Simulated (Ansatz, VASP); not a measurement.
# One calculation of Ni, two programs

The input INCAR:

```
SYSTEM = Ni
ALGO = Normal
EDIFF = 1E-7
ENCUT = 520
GGA_COMPAT = .FALSE.
ISIF = 2
ISMEAR = -1
LASPH = .TRUE.
LCHARG = .FALSE.
LMAXMIX = 4
LORBIT = 11
LORBMOM = .TRUE.
LREAL = .FALSE.
LSORBIT = .TRUE.
LWAVE = .FALSE.
MAGMOM = 0 0 0.355
NBANDS = 21
NELM = 150
PREC = Accurate
SIGMA = 0.05
```

KPOINTS

```
k-points
0
G
  16 16 16
  0 0 0
```

Contents of POSCAR:

```
Ni
1.0
   -1.3613578883      1.3613578883      1.3613578883
    1.3613578883     -1.3613578883      1.3613578883
    1.3613578883      1.3613578883     -1.3613578883
Ni
1
Direct
    0.0000000000      0.0000000000      0.0000000000
```

Input for Ansatz:

```yaml
crystal:
  lattice:
    - [-1.3613578883, 1.3613578883, 1.3613578883]
    - [1.3613578883, -1.3613578883, 1.3613578883]
    - [1.3613578883, 1.3613578883, -1.3613578883]
  atoms:
    - { symbol: Ni, position: [0.0, 0.0, 0.0], spin: 0.355, spin_axis: [0, 0, 1] }
hamiltonian:
  xc: lda
  pseudopotentials:
    kind: paw_fr
    azcp:
      Ni: "pseudopotentials/Ni.paw.azcp"
basis:
  ecutwfc: 420
  fft_grid_basis: typed
kpoints:
  mp_grid: { grid: [16, 16, 16], shift: [0, 0, 0] }
magnetization:
  noncollinear: true
  spin_orbit: true
scf:
  occupations: { method: fermi_dirac, width: 0.05 }
```

Alike in both runs: task single point; functional LDA; k mesh 16 × 16 × 16; occupations fermi-dirac, width 0.05 eV; non-collinear spin, spin-orbit coupling.

|  | VASP | Ansatz |
| --- | --- | --- |
| version | VASP 6.6.1 | Ansatz 0.2.0 |
| potentials or method | VASP PAW LDA potentials, release 64 (Ni) | plane waves (420 eV) with PAW, fully relativistic with spin-orbit coupling |
| plane-wave cutoff (eV) | 520 | 420 |
| valence electrons in the cell | 10 | 18 |

Ansatz gave:

* net moment per atom (μB): 0.43

Problem. Estimate VASP's values.

Solution. net moment per atom (μB): 0.35.

The two sets of potentials don't hold the same shells in valence. Ansatz warned: «pseudo_functional_mismatch».
